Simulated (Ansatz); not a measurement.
# KCl (Sylvite) (Fm-3m) in Ansatz: settings compared

One crystal, KCl (Sylvite), is run at these levels: LDA, PBE, SVWN5; tasks: Born charges and dielectric tensor, elastic constants, single point, density of states.

Program: Ansatz 0.2.0. These are calculated values, not measurements. Logs are shortened: lines on timing, memory, paths and dates and some standing lists are left out, and cuts for length are marked.

**Experimental background.**

A printed reference work, monograph reports, for a bulk crystal of KCl: band gap 8.68 eV.

A printed reference work, textbook reports, for a bulk crystal of KCl at 80 K: high-frequency dielectric constant 2.19.

The runs below are set against these values where they give the same quantity.

### 1 The structure

The structure is cubic, space group Fm-3m (No. 225). The conventional cell has a = 6.293 Å, b = 6.293 Å, c = 6.293 Å, α = 90.00°, β = 90.00°, γ = 90.00°. K (site symmetry m-3m) is surrounded by 6 Cl at 3.15 Å. Cl (site symmetry m-3m) is surrounded by 6 K at 3.15 Å.

### 2 Born charges and dielectric tensor, LDA

File input.yaml:

```yaml
crystal:
  lattice:
    - [0.0, 3.14647, 3.14647]
    - [3.14647, 0.0, 3.14647]
    - [3.14647, 3.14647, 0.0]
  atoms:
    - { symbol: K, position: [0.0, 0.0, 0.0] }
    - { symbol: Cl, position: [0.5, 0.5, 0.5] }
hamiltonian:
  xc: lda
  pseudopotentials: { kind: paw, core: large }
kpoints:
  mp_grid: { grid: [7, 7, 7] }
scf:
  occupations: { method: fixed }
dielectric:
  method: response
```

Potentials or basis: Ansatz PAW.

Run with:

```
$ ansatz run input.yaml --threads 1 --pin off --max-ram 2560MiB --backend cpu --events-out ev --progress --plain --runs-dir out
```

The log of the run:

```text
Warning: of K the run reads no dataset of the core that `hamiltonian.pseudopotentials.core` asks for: this build lists none beside the file that it uses, or the input names that file
Warning: RAYON_NUM_THREADS=1 ignored (pool sized by the plan → 1); use --threads N
Engine: ansatz 0.2.0, aarch64-unknown-linux-gnu
Pseudopotentials: kind: paw
Pseudopotential: K, paw, valence charge 9, recommended cutoff 420 eV (normal), K.paw.azcp
Pseudopotential: Cl, paw, valence charge 7, recommended cutoff 420 eV (normal), Cl.paw.azcp
Functional definition: SPW92
  exchange = slater_x
  correlation = pw_c
Crystal: 2 atoms, lattice volume = 62.302 Å³
Basis set: ecut = 420 eV, 1243 PW (Γ), exchange–correlation on 60×60×60 points (8 copies of the dense FFT grid, shifted against one another)
Bands: 12, of which v1, the nominal top of the filled ones, is band 8 counted from 1 (7 counted from 0)
Symmetry: 48 space group operations
k-points: 40 of 343 (irreducible under 8 space group operations, time reversal used)
Non-local potential: K, projectors of the file, l = 0: 3, l = 1: 2, l = 2: 2
Non-local potential: Cl, projectors of the file, l = 0: 2, l = 1: 2, l = 2: 2
PAW form: soft (Blöchl's): semilocal exchange-correlation on the pseudo side does not see the compensation charge
PAW frozen core: K, regenerated for the run's functional, and the local potential with it (the file was generated under x = pbe(κ = 0.804, μ = 0.2195149727645171), c = pbe(β = 0.06672455060314922))
PAW frozen core: Cl, regenerated for the run's functional, and the local potential with it (the file was generated under x = pbe(κ = 0.804, μ = 0.2195149727645171), c = pbe(β = 0.06672455060314922))
PAW one-centre angular grid: K, 110 points (default); XC on 64 Gauss nodes
PAW one-centre angular grid: Cl, 110 points (default); XC on 64 Gauss nodes
Initial density: superposition of atomic densities (neutral atoms: chi_scale 0, normalization atom), corrected by the library's trained network
Initial wavefunctions: pseudopotential atomic-orbital guess
Functional: x = slater, c = lda
SCF iter   1: F=—  HF=-2544.258332 eV  |F-HF|=—  |Δ(HF+E_count)|=         —  Δρ=6.19e-3  dr2=2.38e-2  ethr=1.77e-3  ⟨swp⟩=4.6  Hψ=2609  notcnv=0  defer=78
preconditioner: auto → none  [insulator: Δε(μ)=4.622 eV  Ē_g=14.842 eV  n_scr=14 (ndim 8)  ℏωp=17.6 eV  f_vac=0.081  ε∞_Penn≈2.4]
SCF iter   2: F=—  HF=-2544.250430 eV  |F-HF|=—  |Δ(HF+E_count)|=   7.90e-3  Δρ=2.83e-3  dr2=2.19e-3  ethr=1.48e-4  ⟨swp⟩=2.3  Hψ=1023  notcnv=0  defer=78
SCF iter   3: F=—  HF=-2544.249762 eV  |F-HF|=—  |Δ(HF+E_count)|=   6.68e-4  Δρ=1.02e-3  dr2=3.54e-4  ethr=1.37e-5  ⟨swp⟩=2.3  Hψ=726  notcnv=0  defer=78
SCF iter   4: F=—  HF=-2544.249653 eV  |F-HF|=—  |Δ(HF+E_count)|=   1.09e-4  Δρ=8.06e-5  dr2=3.09e-6  ethr=2.22e-6  ⟨swp⟩=2.2  Hψ=694  notcnv=0  defer=12
SCF iter   5: F=—  HF=-2544.249647 eV  |F-HF|=—  |Δ(HF+E_count)|=   6.14e-6  Δρ=1.38e-5  dr2=2.81e-8  ethr=1.93e-8  ⟨swp⟩=3.0  Hψ=777  notcnv=0
SCF iter   6: F=—  HF=-2544.249650 eV  |F-HF|=—  |Δ(HF+E_count)|=   3.69e-6  Δρ=8.99e-7  dr2=3.86e-10  ethr=1.76e-10  ⟨swp⟩=2.0  Hψ=761  notcnv=0
SCF iter   7: F=-2544.249650 eV  HF=-2544.249650 eV  |F-HF|=1.82e-12  |Δ(HF+E_count)|=  6.23e-11  Δρ=1.32e-7  dr2=6.28e-12  ethr=1.00e-12  ⟨swp⟩=3.6  Hψ=1636  notcnv=0
SCF 1 converged in 7 iterations: F = -2544.249650 eV  dr2 = 6.28e-12
NSCF: frozen V_eff on 5 k-points
DFPT response loops at Γ: preconditioner auto → none (the input reference at scf.mixing.eps_inf says where Resta's filter doesn't serve); β = 0.50; Broyden in place of MSR1
SCF converged after 7 iterations
Free energy (F): -2544.249650 eV
Harris-Foulkes:  -2544.249650 eV  (|F-HF|=1.82e-12)
Internal energy: -2544.249650 eV  (E = F + TS)
E sigma→0 (E₀):  -2544.249650 eV
Fermi energy:    0.587230 eV
--- Per-component energies (eV) ---
  E_band       = -134.551992
  E_kinetic    = 414.715539
  E_local      = -837.013729  (includes V_loc(G=0)·N_el)
  E_nonlocal   = 45.499947
  E_hartree    = 278.027112
  E_xc         = -238.994790
  E_vxc        = -285.129277  (∫ρ·V_xc dr)
  E_paw        = -1367.911171  (= ΣΔE_a)
  E_vpaw       = -28.678786  (= ΣTr[D̂ρ^β])
  E_aug_tail   = 0.000095  (compensation charges beyond the density's cutoff)
  E_ewald      = -839.020646
  E_core_change = 0.447992  (= ΣΔE_core)
  E_smearing   = -0.000000  (= −TS)
  E_closure    = -0.000000  (closes the sum)
  Σ components = -2544.249650   (vs F -2544.249650, Δ=0.00e0)
--- Band table (eV; the first three rows and the last of 40) ---
  k-point 0: bands = ["-26.2922", "-11.4675", "-9.9507", "-9.9507", "-9.9507", "0.5872", "0.5872", "0.5872", "5.3302", "8.6625", "8.6625", "8.6625"]
  k-point 1: bands = ["-26.2900", "-11.5072", "-9.9527", "-9.9527", "-9.9009", "0.3229", "0.5180", "0.5180", "5.8276", "8.5002", "8.9192", "8.9192"]
  k-point 2: bands = ["-26.2850", "-11.5887", "-9.9571", "-9.9571", "-9.7963", "-0.1677", "0.3698", "0.3698", "6.8939", "8.4338", "9.6354", "9.6354"]
  k-point 39: bands = ["-26.2772", "-11.4769", "-10.0655", "-10.0263", "-9.8595", "-0.0334", "0.0497", "0.2013", "7.9566", "8.6586", "9.7407", "10.2139"]
--- Dielectric response (ions clamped): 1 representative field direction + reference, on 40 of 343 k-points (Σ response iterations 7) ---
  k mesh reduced under 8 symmetry operations, with k and −k counted as one. Each operation leaves every solved perturbation unchanged. A smaller set is not considered because the run solves the response to a homogeneous field
  ε∞ (high-frequency dielectric tensor):
        2.395275    -0.000000    -0.000000
        0.000000     2.395275    -0.000000
        0.000000     0.000000     2.395275
  Born effective charges Z* (e; rows j = field, columns β = displacement):
    site 0:
         1.12266    0.00000   -0.00000
        -0.00000    1.12266   -0.00000
        -0.00000   -0.00000    1.12266
    site 1:
        -1.12266   -0.00000    0.00000
         0.00000   -1.12266    0.00000
         0.00000    0.00000   -1.12266
  Z* charge neutrality: 2.752e-5 e pre-enforcement
  k-mesh period / interband length: 31.1 Å / 1.25 Å = 24.98 at k = (0.0000, 0.0000, 0.0000), direct gap 4.743 eV — 14 or more, which is no proof of convergence
```

Wall time 6.4 s (1 thread of Arm Neoverse V2, shared host); peak memory 0.33 GiB.

What came out:

```yaml
Free_energy: -2544.2497 eV
Band_gap_on_the_k_mesh: 4.74 eV, direct
Electronic_dielectric_tensor_diagonal: 2.40
Born_charges_mean_of_the_diagonal: K +1.12; Cl -1.12 e
```

Levels at points of the mesh, in eV from the valence-band top:
| k point | band 6 | band 7 | band 8 | band 9 | band 10 | band 11 |
| --- | --- | --- | --- | --- | --- | --- |
| (0.00, 0.00, 0.00) | 0.00 | 0.00 | 0.00 | 4.74 | 8.08 | 8.08 |

Electronic dielectric tensor:
```
2.40 0.00 0.00
0.00 2.40 0.00
0.00 0.00 2.40
```

Born effective charge tensors (e):
atom 1, K
```
1.12 0.00 0.00
0.00 1.12 0.00
0.00 0.00 1.12
```
atom 2, Cl
```
-1.12  0.00  0.00
 0.00 -1.12  0.00
 0.00  0.00 -1.12
```

Caveat: odd divisions of the mesh miss points on the zone boundary, where band edges often lie, so the gap on the mesh can be too wide; the PAW data sets come from PBE, with cores solved anew for the run's functional, which leaves a small shift of forces and pressure.

### 3 Elastic constants, PBE

File input.yaml:

```yaml
crystal:
  lattice: { a: 6.29294, b: 6.29294, c: 6.29294, alpha: 90.0, beta: 90.0, gamma: 90.0 }
  space_group: 225
  reduce_to_primitive: true
  atoms:
    - { symbol: K, wyckoff: "4a", position: [0.0, 0.0, 0.0] }
    - { symbol: Cl, wyckoff: "4b", position: [0.5, 0.0, 0.0] }
hamiltonian:
  xc: pbe
  pseudopotentials: { kind: paw }
kpoints:
  mp_grid: { grid: [5, 5, 5] }
scf:
  occupations: { method: fixed }
output:
  forces: true
  stress: true
elastic:
  mode: clamped_ion
  stencil: two_point
```

Potentials or basis: Ansatz PAW.

Run with:

```
$ ansatz run input.yaml --threads 1 --pin off --max-ram 2560MiB --backend cpu --events-out ev --progress --plain --runs-dir out
```

Wall time 4 s (1 thread of Arm Neoverse V2, shared host); peak memory 0.29 GiB.

Results (log left out):

```yaml
Free_energy: -2621.2201 eV
Pressure: 0.8 GPa
Band_gap_on_the_k_mesh: 5.19 eV, direct
Clamped-ion_elastic_constants_C11_C12_C44: 45, 7, 6 GPa
Voigt_bulk_modulus: 20 GPa
```

Levels at points of the mesh, in eV from the valence-band top:
| k point | band 5 | band 6 | band 7 | band 8 | band 9 | band 10 | band 11 | band 12 |
| --- | --- | --- | --- | --- | --- | --- | --- | --- |
| (0.00, 0.00, 0.00) | -10.65 | 0.00 | 0.00 | 0.00 | 5.19 | 8.36 | 8.36 | 8.36 |

Elastic tensor in Voigt notation (GPa, ions clamped, in the Cartesian axes of the cell as first typed):
```
45  7  7  0  0  0
 7 45  7  0  0  0
 7  7 45  0  0  0
 0  0  0  6  0  0
 0  0  0  0  6  0
 0  0  0  0  0  6
```

Caveat: odd divisions of the mesh miss points on the zone boundary, where band edges often lie, so the gap on the mesh can be too wide.

### 4 Single point, PBE, collinear spin, program default start, 31.15 Å³/atom

File input.yaml:

```yaml
crystal:
  lattice:
    - [0.0, 3.14647, 3.14647]
    - [3.14647, 0.0, 3.14647]
    - [3.14647, 3.14647, 0.0]
  atoms:
    - { symbol: K, position_ang: [0.0, 0.0, 0.0] }
    - { symbol: Cl, position_ang: [3.14647, 3.14647, 3.14647] }
hamiltonian:
  xc: pbe
  pseudopotentials: { kind: nc }
magnetization:
  spin_polarized: true
kpoints:
  mp_grid: { grid: [7, 7, 7] }
scf:
  occupations: { method: tetrahedron }
output:
  forces: true
  stress: true
```

Potentials or basis: Ansatz NC with PseudoDojo standard (PBE files).

Run with:

```
$ ansatz run input.yaml --threads 1 --pin off --max-ram 2560MiB --backend cpu --events-out ev --progress --plain --runs-dir out
```

The log of the run:

```text
Warning: output.forces, output.stress, relax.cell or npt_langevin: where a Kohn–Sham band that disperses or a degenerate level is filled in part under the method tetrahedron, the forces or the stress that this run publishes need not agree with its energy (scf.occupations.method in the input reference, under Limitations); prefer a smearing scheme for the forces or the stress
Warning: RAYON_NUM_THREADS=1 ignored (pool sized by the plan → 1); use --threads N
[... 1 set-up line as earlier in the session ...]
Pseudopotentials: kind: nc
Pseudopotential: K, nc, valence charge 9, recommended cutoff 850 eV (normal), K.nc.azcp
Pseudopotential: Cl, nc, valence charge 7, recommended cutoff 789.130201 eV (normal), Cl.nc.azcp (PseudoDojo's, or run here from an input of PseudoDojo's: the run reads no file of this project's for it)
Functional definition: PBE
  parameter kappa = 0.804
  parameter beta = 0.06672455060314922
  exchange = pbe_x(kappa = kappa, mu = beta*pi^2/3)
  correlation = pbe_c(beta = beta)
Crystal: 2 atoms, lattice volume = 62.302 Å³
Basis set: ecut = 850 eV, 3479 PW (Γ), exchange–correlation on 90×90×90 points (8 copies of the dense FFT grid, shifted against one another)
Bands: 12, of which v1, the nominal top of the filled ones, is band 8 counted from 1 (7 counted from 0)
[... 1 set-up line as earlier in the session ...]
Space group: Fm-3m (ITA 225), of the structure as read, at distance tolerance 4.0e-5 Å
k-points: 20 of 343
Non-local potential: K, projectors of the file, l = 0: 2, l = 1: 2, l = 2: 2
[... 1 set-up line as earlier in the session ...]
Initial density: superposition of atomic densities (chi_scale 0.1, normalization cell, long waves kept (reshape's long-wave potential 0.00 eV rms))
[... 1 set-up line as earlier in the session ...]
Functional: x = pbe(κ = 0.804, μ = 0.2195149727645171), c = pbe(β = 0.06672455060314922)
SCF iter   1: F=—  HF=-1220.072799 eV  |F-HF|=—  |Δ(HF+E_count)|=         —  Δρ=2.26e-2 (↑2.26e-2 ↓2.26e-2)  dr2=1.94e0  dr2_m=0.00e0  M=0.000 μB ∫|m|=0.000 μB  β_m=0.30  ethr=3.10e-3  ⟨swp⟩=8.3  Hψ=2140  notcnv=0
preconditioner: auto → none  [insulator: Δε(μ)=3.853 eV  Ē_g=15.092 eV  n_scr=14 (ndim 8)  ℏωp=17.6 eV  f_vac=0.000  ε∞_Penn≈2.4]
SCF iter   2: F=—  HF=-1219.376107 eV  |F-HF|=—  |Δ(HF+E_count)|=   6.97e-1  Δρ=9.08e-3 (↑9.08e-3 ↓9.08e-3)  dr2=3.39e-1  dr2_m=0.00e0  M=0.000 μB ∫|m|=0.000 μB  β_m=0.40  ethr=3.10e-3  ⟨swp⟩=3.9  Hψ=692  notcnv=0
[... 16 lines left out ...]
Fermi energy:    0.911157 eV
--- Per-component energies (eV) ---
  E_band       = -130.618225
  E_kinetic    = 428.025682
  E_local      = -994.624387  (includes V_loc(G=0)·N_el)
  E_nonlocal   = 159.015406
  E_hartree    = 269.419214
  E_xc         = -242.068510
  E_vxc        = -261.873532  (∫ρ·V_xc dr)
  E_ewald      = -839.020646
  E_smearing   = -0.000000  (= −TS)
  E_closure    = 0.000000  (closes the sum)
  Σ components = -1219.253241   (vs F -1219.253241, Δ=0.00e0)
--- Forces (eV/Å), atoms counted from 1 ---
  atom   1  K     -0.00000000    -0.00000000    -0.00000000
  atom   2  Cl     0.00000000    -0.00000000     0.00000000
  max |Σ_I F_I| component: 1.87e-29 eV/Å
--- Stress (GPa, compression-positive) ---
        0.744694       0.000000      -0.000000
        0.000000       0.744694       0.000000
       -0.000000       0.000000       0.744694
  P = ⅓ Tr σ = 0.7447 GPa (7.447 kbar)
--- Band table (eV; the first three rows and the last of 40) ---
  k-point 0 ↑: bands = ["-26.2820", "-11.2066", "-9.7420", "-9.7420", "-9.7420", "0.9112", "0.9112", "0.9112", "6.1009", "9.2769", "9.2769", "9.2769"]
  k-point 1 ↑: bands = ["-26.2800", "-11.2456", "-9.7437", "-9.7437", "-9.6930", "0.6708", "0.8463", "0.8463", "6.5803", "9.1372", "9.5293", "9.5293"]
  k-point 2 ↑: bands = ["-26.2755", "-11.3255", "-9.7476", "-9.7476", "-9.5901", "0.2142", "0.7072", "0.7072", "7.6296", "9.0946", "10.2338", "10.2338"]
  k-point 19 ↓: bands = ["-26.2684", "-11.2186", "-9.8464", "-9.8106", "-9.6517", "0.3315", "0.4074", "0.5481", "8.6316", "9.3312", "10.4147", "10.8153"]
```

Run time: 1.9 s. Hardware: 1 thread of Arm Neoverse V2, shared host; peak memory 0.37 GiB.

Results:

* Free energy: -1219.2532 eV
* Pressure: 0.7 GPa
* Band gap on the k mesh: 5.19 eV, direct
* Net moment: 0.00 μB per cell
* Absolute moment: 0.00 μB per cell

Caveat: odd divisions of the mesh miss points on the zone boundary, where band edges often lie, so the gap on the mesh can be too wide; with tetrahedron occupations forces and stress needn't match the slope of the energy.

[end of part 1 of 2]
